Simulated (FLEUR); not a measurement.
# Au (Im-3m) in FLEUR: a series of runs

The runs below take Au through single point, with PBEsol.

Everything below comes from runs of FLEUR MaX-R8.1 (later development tree). Logs are shortened: lines on timing, memory, paths and dates and some standing lists are left out, and cuts for length are marked.

## Step 1: The crystal as given

The structure is cubic, space group Im-3m (No. 229). The conventional cell has a = 3.315 Å, b = 3.315 Å, c = 3.315 Å, α = 90.00°, β = 90.00°, γ = 90.00°. Au (site symmetry m-3m) has 8 Au at 2.87 Å as nearest neighbours.

This isn't the form of Au at room conditions, which is fcc.

## Step 2: Single point, PBEsol

Input file inp.xml:

```xml
<?xml version="1.0" encoding="UTF-8" standalone="no"?>
<fleurInput fleurInputVersion="0.39">
   <comment>
      Au                                                                                                  
   </comment>
   <calculationSetup>
      <cutoffs Kmax="4.1" Gmax="12.7" GmaxXC="12.7" numbands="0"/>
      <scfLoop itmax="60" minDistance="0.00001" maxIterBroyd="15" imix="Anderson" alpha="0.05" precondParam="0.0" spinf="2.0" sdNocoIR="T"/>
      <coreElectrons ctail="T" frcor="F" kcrel="0" coretail_lmax="0"/>
      <xcFunctional name="PBEs" relativisticCorrections="F"/>
      <magnetism jspins="1"/>
      <soc l_soc="F" theta="0.0" phi="0.0" spav="F"/>
      <expertModes spex="0" secvar="F"/>
      <geometryOptimization l_f="T" forcealpha="1.0" forcemix="BFGS" epsdisp="0.0005" epsforce="0.0002"/>
      <ldaU l_linMix="F" mixParam="0.05" spinf="1.0"/>
   </calculationSetup>
   <cell>
      <bzIntegration valenceElectrons="19.0" mode="hist" fermiSmearingEnergy="0.00183747">
         <kPointListSelection listName="default-1"/>
         <!-- k-points included here -->
         <xi:include xmlns:xi="http://www.w3.org/2001/XInclude" href="kpts.xml"> </xi:include>
      </bzIntegration>
      <!-- symmetry operations included here -->
      <xi:include xmlns:xi="http://www.w3.org/2001/XInclude" href="sym.xml"> </xi:include>
      <bulkLattice scale="1.0">
         <bravaisMatrix>
            <row-1>   -3.1317845247897176     3.1317845247897176     3.1317845247897176</row-1>
            <row-2>    3.1317845247897176    -3.1317845247897176     3.1317845247897176</row-2>
            <row-3>    3.1317845247897176     3.1317845247897176    -3.1317845247897176</row-3>
         </bravaisMatrix>
      </bulkLattice>
   </cell>
   <atomSpecies>
      <species name="Gold (Au)" element="Au" atomicNumber="79">
         <mtSphere radius="2.46" gridPoints="829" logIncrement="0.016"/>
         <atomicCutoffs lmax="10" lnonsphr="10"/>
         <electronConfig flipSpins="F">
            <coreConfig>(1s1/2) (2s1/2) (2p1/2) (2p3/2) (3s1/2) (3p1/2) (3p3/2) (4s1/2) (3d3/2) (3d5/2) (4p1/2) (4p3/2) (4d3/2) (4d5/2) (4f5/2) (4f7/2)</coreConfig>
            <valenceConfig>(5s1/2) (5p1/2) (5p3/2) (6s1/2) (5d3/2) (5d5/2)</valenceConfig>
            <stateOccupation state="(6s1/2)" spinUp="0.500000" spinDown="0.500000"/>
         </electronConfig>
         <energyParameters s="6" p="6" d="5" f="5"/>
         <lo type="SCLO" l="0" n="5" eDeriv="0"/>
         <lo type="SCLO" l="1" n="5" eDeriv="0"/>
         <lo type="SCLO" l="1" n="5" eDeriv="1"/>
         <lo type="SCLO" l="2" n="5" eDeriv="2"/>
         <lo type="SCLO" l="3" n="5" eDeriv="2"/>
      </species>
   </atomSpecies>
   <atomGroups>
      <atomGroup species="Gold (Au)">
         <relPos label="                   1">.0000000000 .0000000000 .0000000000</relPos>
         <force calculate="T" relaxXYZ="TTT"/>
      </atomGroup>
   </atomGroups>
   <output dos="F" band="F" slice="F">
      <checks vchk="F" cdinf="F"/>
      <bandDOS minEnergy="-.5*Htr" maxEnergy="0.5*Htr" sigma="0.015" storeEVData="T"/>
      <vacuumDOS vacdos="F" integ="F" star="F" nstars="0" locx1="0.0" locy1="0.0" locx2="0.0" locy2="0.0" nstm="0" tworkf="0.0"/>
      <unfoldingBand unfoldBand="F" supercellX="1" supercellY="1" supercellZ="1"/>
      <plotting iplot="0" polar="F">
         <plot TwoD="T" vec1="  1.0  0.0  0.0" vec2="  0.0  1.0  0.0" vec3="  0.0  0.0  1.0" zero="  0.0  0.0  0.0" file="plot"/>
      </plotting>
      <chargeDensitySlicing numkpt="0" minEigenval="0.0" maxEigenval="0.0" nnne="0" pallst="F"/>
      <specialOutput eonly="F"/>
      <moessbauerParams electricFieldGradient="T" isomerShift="T" coreHyperfine="T" valenceHyperfine="T"/>
      <magneticCircularDichroism mcd="F" energyLo="-10.0" energyUp="0.0"/>
   </output>
  <!-- We include the file relax.xml here to enable relaxations (see documentation) -->
  <xi:include xmlns:xi="http://www.w3.org/2001/XInclude" href="relax.xml"> <xi:fallback/> </xi:include>
</fleurInput>
```

Input file crystal.txt:

```
Au
&input cartesian=F /
-1.6572690000  1.6572690000  1.6572690000
1.6572690000  -1.6572690000  1.6572690000
1.6572690000  1.6572690000  -1.6572690000
1.8897261246
1.0 1.0 1.0

1
79 0.0000000000  0.0000000000  0.0000000000

&kpt div1=11 div2=11 div3=11 gamma=T /
```

Potentials or basis: all-electron, FLAPW.

Launch:

```console
$ inpgen -f crystal.txt -profile fastHighL
$ # inp.xml edited to the form shown
$ fleur_MPI
```

The program printed:

```text
Welcome to FLEUR        (www.flapw.de)
      MaX-Release 8.1          (www.max-centre.eu)

 ========== k-point set info ==========
 Selected k-point list: default-1
 k-point list type: mesh
 11 x 11 x 11
 Number of k points: 56

 ------------Calculation Setup---------------------------
 Number of MPI-tasks      :            1
 Number of PE/node        :            1
 Number of OMP-threads    :            1
 Most efficient MPI parallelization for:
           1           2           4           7           8          14          28          56
 Additional eigenvalue parallelization possible
 Number of basis functions:          185
 Approximate size of matrices (H+S) per k-point:         0.001 GB
 --------------------------------------------------------
 Iteration:     1   Distance:      15.78567818 me/bohr^3
 Iteration:     2   Distance:      14.08989637 me/bohr^3
 Iteration:     3   Distance:       6.36187232 me/bohr^3
 Iteration:     4   Distance:       2.09651005 me/bohr^3
 Iteration:     5   Distance:       1.89514512 me/bohr^3
 Iteration:     6   Distance:       0.14998100 me/bohr^3
 Iteration:     7   Distance:       0.01639695 me/bohr^3
 Iteration:     8   Distance:       0.01419473 me/bohr^3
 Iteration:     9   Distance:       0.00123491 me/bohr^3
 Iteration:    10   Distance:       0.00117886 me/bohr^3
 Iteration:    11   Distance:       0.00005003 me/bohr^3
 Iteration:    12   Distance:       0.00004087 me/bohr^3
 Iteration:    13   Distance:       0.00000106 me/bohr^3

 ********************************************************************
 Run finished successfully
 Stop message:
   Structural relaxation: Done
 ********************************************************************
```

out.xml (last iteration):

```text
<iteration numberForCurrentRun="   14" overallNumber="   14">
         <energyParameters units="Htr">
            <atomicEP atomType="1" spin="1" branch="6s" branchLowest="-3.46" branchHighest="1.57" value="0.2417396911"/>
            <atomicEP atomType="1" spin="1" branch="6p" branchLowest="-1.65" branchHighest="2.53" value="0.4195721502"/>
            <atomicEP atomType="1" spin="1" branch="5d" branchLowest="-11.43" branchHighest="0.49" value="0.2794143633"/>
            <atomicEP atomType="1" spin="1" branch="5f" branchLowest="-2.47" branchHighest="2.60" value="0.7157274708"/>
            <loAtomicEP atomType="1" spin="1" branch="5s" branchLowest="-26.24" branchHighest="-3.46" value="-3.4633593231"/>
            <loAtomicEP atomType="1" spin="1" branch="5p" branchLowest="-19.50" branchHighest="-1.65" value="-1.7201494985"/>
            <loAtomicEP atomType="1" spin="1" branch="5p" branchLowest="-19.50" branchHighest="-1.65" value="-1.7201494985"/>
            <loAtomicEP atomType="1" spin="1" branch="5d" branchLowest="-11.43" branchHighest="0.49" value="0.2616831295"/>
            <loAtomicEP atomType="1" spin="1" branch="5f" branchLowest="-2.47" branchHighest="2.60" value="0.7157196954"/>
         </energyParameters>
         <eigenvalues>
            <eigenvaluesAt spin="1" ikpt="1" k_x="0.00000000" k_y="0.00000000" k_z="0.00000000">
                      -3.4636863714       -1.6714297566       -1.6714297566       -1.6714297566        0.0663997291
                       0.2410388841        0.2410388841        0.2410388841        0.3057535367        0.3057535367
                       1.0079461893        1.0079461893        1.0079461893        1.2562286028        1.2562286028
            </eigenvaluesAt>
            <eigenvaluesAt spin="1" ikpt="2" k_x="0.00000000" k_y="0.00000000" k_z="0.09090909">
                      -3.4636589321       -1.6719438642       -1.6716194022       -1.6714221597        0.0769203571
                       0.2378661460        0.2413201061        0.2482392698        0.3021467107        0.3060038170
                       1.0017518388        1.0087734264        1.0207010259        1.1720838447        1.1813342978
            </eigenvaluesAt>
            <eigenvaluesAt spin="1" ikpt="3" k_x="0.00000000" k_y="0.00000000" k_z="0.18181818">
                      -3.4635855972       -1.6733232006       -1.6721275105       -1.6714042655        0.1060395033
                       0.2296355113        0.2420510501        0.2687476180        0.2961841635        0.3068588540
                       0.9325953672        0.9863594982        1.0559301226        1.1156103147        1.1324895217
            </eigenvaluesAt>
            <eigenvaluesAt spin="1" ikpt="4" k_x="0.00000000" k_y="0.00000000" k_z="0.27272727">
                      -3.4634893833       -1.6751186271       -1.6727927947       -1.6713820324        0.1418488068
                       0.2194011818        0.2515673214        0.2956177263        0.2988986041        0.3085032271
                       0.7989316328        0.9332433619        1.0362474530        1.1046850394        1.1266627380
            </eigenvaluesAt>
         </eigenvalues>
         <bandgap value="0.0391332032" units="eV"/>
         <sumValenceSingleParticleEnergies value="-14.0969600373" units="Htr"/>
         <FermiEnergy value="0.4014341425" units="Htr"/>
         <valenceDensity>
            <mtCharges spin="1">
               <mtCharge atomType="1" total="17.2461019" s="2.4604079" p="6.2307542" d="8.5243850" f="0.0240642"/>
            </mtCharges>
            <spinDependentCharge spin="1" total="19.0000000" interstitial="1.7538981" mtSpheres="17.2461019"/>
            <totalCharge value="19.0000000000"/>
         </valenceDensity>
         <coreStates atomType="     1" atomicNumber=" 79" spin="1" kinEnergy="  21646.3666754313" eigValSum=" -11689.7349586445" lostElectrons=" 0.000202">
            <state n="1" l="0" j="0.5" energy="-2962.5586329862" weight="1.0000000000"/>
            <state n="2" l="0" j="0.5" energy="-521.8902586593" weight="1.0000000000"/>
            <state n="2" l="1" j="0.5" energy="-500.4122989243" weight="1.0000000000"/>
            <state n="2" l="1" j="1.5" energy="-432.9792256021" weight="2.0000000000"/>
            <state n="3" l="0" j="0.5" energy="-122.7761245550" weight="1.0000000000"/>
            <state n="3" l="1" j="0.5" energy="-113.1299991368" weight="1.0000000000"/>
            <state n="3" l="1" j="1.5" energy="-98.2505580897" weight="2.0000000000"/>
            <state n="4" l="0" j="0.5" energy="-26.2415386463" weight="1.0000000000"/>
            <state n="3" l="2" j="1.5" energy="-82.2511139507" weight="2.0000000000"/>
            <state n="3" l="2" j="2.5" energy="-79.0527051663" weight="3.0000000000"/>
            <state n="4" l="1" j="0.5" energy="-22.1308455702" weight="1.0000000000"/>
            <state n="4" l="1" j="1.5" energy="-18.5589854557" weight="2.0000000000"/>
            <state n="4" l="2" j="1.5" energy="-11.8381606818" weight="2.0000000000"/>
            <state n="4" l="2" j="2.5" energy="-11.1730326144" weight="3.0000000000"/>
            <state n="4" l="3" j="2.5" energy="-2.5507610457" weight="3.0000000000"/>
            <state n="4" l="3" j="3.5" energy="-2.4105492012" weight="4.0000000000"/>
         </coreStates>
         <allElectronCharges>
            <spinDependentCharge spin="1" total="79.0000000" interstitial="1.7540986" mtSpheres="77.2459014"/>
            <totalCharge value="78.9999999953"/>
         </allElectronCharges>
         <moessbauerParams unitsHFF="kG" unitsIS="e/bohr^3" unitsEFG="Htr/bohr^2">
            <coreIsomerShift atomType="1" isTotal="2311964.97984">
               <shell n="1" l="0" isomerShift="1915022.81335"/>
               <shell n="2" l="0" isomerShift="287150.82920"/>
               <shell n="2" l="1" isomerShift="20686.16742"/>
               <shell n="3" l="0" isomerShift="65729.19206"/>
               <shell n="3" l="1" isomerShift="5308.97399"/>
               <shell n="4" l="0" isomerShift="16736.24051"/>
               <shell n="3" l="2" isomerShift="0.00218"/>
               <shell n="4" l="1" isomerShift="1330.76054"/>
               <shell n="4" l="2" isomerShift="0.00058"/>
               <shell n="4" l="3" isomerShift="0.00000"/>
            </coreIsomerShift>
            <isomerShift atomType="1" nucleusRadius="0.0001374" averageDensity="2315464.18654"/>
            <electricFieldGradient atomType="1" VXX="0.00000" VYY="0.00000" VZZ="0.00000" asymParam="0.00000">
            </electricFieldGradient>
         </moessbauerParams>
         <totalEnergy                                    value="   -19042.6679245236" units="Htr">
            <sumOfEigenvalues                            value="   -11703.8319186818">
               <coreElectrons value="-11689.7349586445"/>
               <valenceElectrons value="-14.0969600373"/>
            </sumOfEigenvalues>
            <densityCoulombPotentialIntegral value="-33110.1595308712"/>
            <densityEffectivePotentialIntegral value="-33584.6743534980"/>
            <chargeDenXCDenIntegral value="-360.2140448415"/>
            <FockExchangeEnergyValence value="0.0000000000"/>
            <FockExchangeEnergyCore value="0.0000000000"/>
            <atomTypeDependentContributions atomType="1">
               <electronNucleiInteractionDifferentMTs value="23964.1117472050"/>
               <MadelungTerm value="-44.1048018576"/>
            </atomTypeDependentContributions>
            <tkbTimesEntropy value="0.0002175890"/>
            <freeEnergy value="-19042.6681421125"/>
            <extrapolationTo0K value="-19042.6680333181"/>
         </totalEnergy>
         <totalForcesOnRepresentativeAtoms units="Htr/bohr">
            <forceTotal atomType="1" x="0.000000" y="0.000000" z="0.000000" F_x="0.00000000" F_y="0.00000000" F_z="0.00000000"/>
         </totalForcesOnRepresentativeAtoms>
      </iteration>
```

It took 30 s on 1 thread of Intel Xeon Platinum 8375C at 2.90GHz (Ice Lake), shared host; peak memory 0.07 GiB.

Results:

```yaml
Free_energy: -518177.3980 eV
Band_gap_on_the_k_mesh: none (metal or under the smearing width)
Valence_electrons_inside_the_program's_atomic_spheres: Au 17.25 (radii Au 2.46 bohr)
```

Core levels (eV from the Fermi level):
```csv
atom,levels
1 Au,"1s1/2 -80626.3, 2s1/2 -14212.3, 2p1/2 -13627.8, 2p3/2 -11792.9, 3s1/2 -3351.8, 3p1/2 -3089.3, 3p3/2 -2684.5, 4s1/2 -725.0, 3d3/2 -2249.1, 3d5/2 -2162.1, 4p1/2 -613.1, 4p3/2 -515.9, 4d3/2 -333.1, 4d5/2 -315.0, 4f5/2 -80.3, 4f7/2 -76.5"
```

Spin-orbit coupling is left out, which matters for the levels of Au.

## Step 3: Single point, PBEsol (cell strained at random at fixed volume)

inp.xml, as its differences from that of step 2:

```diff
@@ -26,5 +26,5 @@
          <bravaisMatrix>
-            <row-1>   -3.1317845247897176     3.1317845247897176     3.1317845247897176</row-1>
-            <row-2>    3.1317845247897176    -3.1317845247897176     3.1317845247897176</row-2>
-            <row-3>    3.1317845247897176     3.1317845247897176    -3.1317845247897176</row-3>
+            <row-1>   -3.1506269839781038     3.0440577689074115     3.1458195207171213</row-1>
+            <row-2>    3.0306199264353806    -3.0909947863902261     3.0727494806572131</row-2>
+            <row-3>    3.2813828037175514     3.2217524958557986    -3.1927565381999363</row-3>
          </bravaisMatrix>
@@ -34,3 +34,3 @@
       <species name="Gold (Au)" element="Au" atomicNumber="79">
-         <mtSphere radius="2.46" gridPoints="829" logIncrement="0.016"/>
+         <mtSphere radius="2.46" gridPoints="813" logIncrement="0.016"/>
          <atomicCutoffs lmax="10" lnonsphr="10"/>
```

Input file crystal.txt:

```
Au
&input cartesian=F /
-1.6672400000  1.6108460000  1.6646960000
1.6037350000  -1.6356840000  1.6260290000
1.7364330000  1.7048780000  -1.6895340000
1.8897261246
1.0 1.0 1.0

1
79 -0.0098820000  -0.0170920000  -0.0213010000

&kpt div1=11 div2=11 div3=11 gamma=T /
```

Potentials or basis: all-electron, FLAPW.

Launch:

```console
$ inpgen -f crystal.txt -profile fastHighL
$ # inp.xml edited to the form shown
$ fleur_MPI
```

Wall time 9.5 min (1 thread of Intel Xeon Platinum 8375C at 2.90GHz (Ice Lake), shared host); peak memory 0.1 GiB.

The run converged. Its results:

* Free energy: -518177.3913 eV
* Band gap on the k mesh: none (metal or under the smearing width)
* Valence electrons inside the program's atomic spheres: Au 17.25 (radii Au 2.46 bohr)

Levels at points of the mesh, in eV from the Fermi level:
| k point | band 7 | band 8 | band 9 | band 10 | band 11 | band 12 |
| --- | --- | --- | --- | --- | --- | --- |
| (0.00, 0.00, 0.00) | -4.50 | -4.03 | -2.63 | -2.54 | 15.99 | 16.40 |

Core levels (eV from the Fermi level):
```tsv
atom	levels
1 Au	1s1/2 -80626.3, 2s1/2 -14212.3, 2p1/2 -13627.8, 2p3/2 -11792.9, 3s1/2 -3351.8, 3p1/2 -3089.4, 3p3/2 -2684.5, 4s1/2 -725.0, 3d3/2 -2249.1, 3d5/2 -2162.1, 4p1/2 -613.1, 4p3/2 -515.9, 4d3/2 -333.1, 4d5/2 -315.0, 4f5/2 -80.3, 4f7/2 -76.5
```

The run has no spin-orbit coupling, so splittings on Au are missing.
